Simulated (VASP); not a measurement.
Wanted: the native input for a VASP 6.6.1 run.

```
Task                   : relaxation of cell and atoms
Functional             : revTPSS
Potentials or basis    : VASP PAW PBE potentials, release 64 (Zn, O)
Cutoff                 : 600 eV
k mesh                 : 9 × 9 × 5
Occupations            : gaussian, width 0.05 eV
Spin                   : no spin polarisation
Further INCAR settings : ALGO = Normal; EDIFF = 1e-07; IBRION = 2; EDIFFG = -0.01; NSW = 40; ISIF = 3
```

The structure of ZnO (zincite) lies in POSCAR:

```
ZnO
1.0
    3.2493080000      0.0000000000      0.0000000000
   -1.6246540000      2.8139832727      0.0000000000
    0.0000000000      0.0000000000      5.2057090000
Zn O
2 2
Direct
    0.6666666667      0.3333333333      0.0000000000
    0.3333333333      0.6666666667      0.5000000000
    0.3333333333      0.6666666667      0.8790100000
    0.6666666667      0.3333333333      0.3790100000
```

The input as run:

INCAR

```
SYSTEM = ZnO
PREC = Accurate
ENCUT = 600
EDIFF = 1E-7
ISMEAR = 0
SIGMA = 0.05
LREAL = .False.
LASPH = .True.
NELM = 60
ALGO = Normal
ISIF = 3
LWAVE = .False.
LCHARG = .False.
METAGGA = RTPSS
LMIXTAU = .True.
IBRION = 2
NSW = 40
EDIFFG = -0.01
```

KPOINTS

```
Automatic mesh
0
Gamma
  9 9 5
  0 0 0
```

Potentials or basis: VASP PAW PBE potentials, release 64 (Zn, O).

Command:

```console
$ cat potpaw_PBE.64/Zn/POTCAR potpaw_PBE.64/O/POTCAR > POTCAR
$ mpirun -np 1 vasp_std > vasp.out
```

It gave:

```
Relaxed volume                         : 12.05 Å³/atom
Relaxed cell                           : a = 3.259 Å, b = 3.259 Å, c = 5.239 Å, α = 90.00°, β = 90.00°, γ = 120.00°
Space group after relaxing (to 0.05 Å) : P6_3mc (No. 186)
Energy gained by relaxing              : 1.1 meV/atom
Ionic steps                            : 5
Pressure after relaxing                : 0.0 GPa
Band gap on the k mesh                 : 0.67 eV, direct
```

Caveat: the PAW data sets were made with another functional, which shifts forces and pressure a little.

Run time: 21 min on 1 thread of Intel(R) Xeon(R) Platinum 8375C CPU @ 2.90GHz (Ice Lake), with other jobs on the host, peak memory 0.22 GiB.
